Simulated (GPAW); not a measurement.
Runs of GPAW 26.7.0 on Pb. It takes space group Fm-3m (No. 225, cubic). Conventional cell: a = 4.950 Å, b = 4.950 Å, c = 4.950 Å, α = 90.00°, β = 90.00°, γ = 90.00°. Around Pb (site symmetry m-3m) lie 12 Pb at 3.50 Å. 

```tsv
task	level	potentials or basis	spin	k mesh	band path	band points	spin axis theta (degrees)	spin axis phi (degrees)	older calculator (legacy_gpaw)	mesh quality	pressure (GPa)
band structure	mBEEF	GPAW PAW data sets (gpaw-data 1.2.1), pw	SOC, no magnetisation	9 × 9 × 9	GXWKGLUWLK,UX	100	0	0	-	not flagged	(a)
band structure	SOGGA	PAW data sets generated in the run's folder for this functional, pw	SOC, no magnetisation	9 × 9 × 9	GXWKGLUWLK,UX	80	0	0	-	not flagged	-1.0
band structure	TASK	GPAW PAW data sets (gpaw-data 1.2.1), pw	SOC, no magnetisation	9 × 9 × 9	GXWKGLUWLK,UX	80	54.7	45	-	not flagged	4.5
band structure	revTPSS	GPAW PAW data sets (gpaw-data 1.2.1), pw	SOC, no magnetisation	9 × 9 × 9	GXWKGLUWLK,UX	100	90	45	-	not flagged	-0.7
```

Alike in all rows: cell as given; cutoff (eV) 600; smearing fermi-dirac 0.05 eV.

**Question.** Estimate the missing entries.

**Answer.** (a) -0.1.

Caveats: spin-orbit coupling was added after a scalar SCF, so levels and gaps hold it while energy, forces, pressure and moments don't; the PAW data sets were made with another functional, which shifts forces and pressure a little (some runs).

Runs at the PBE level aren't shown here.
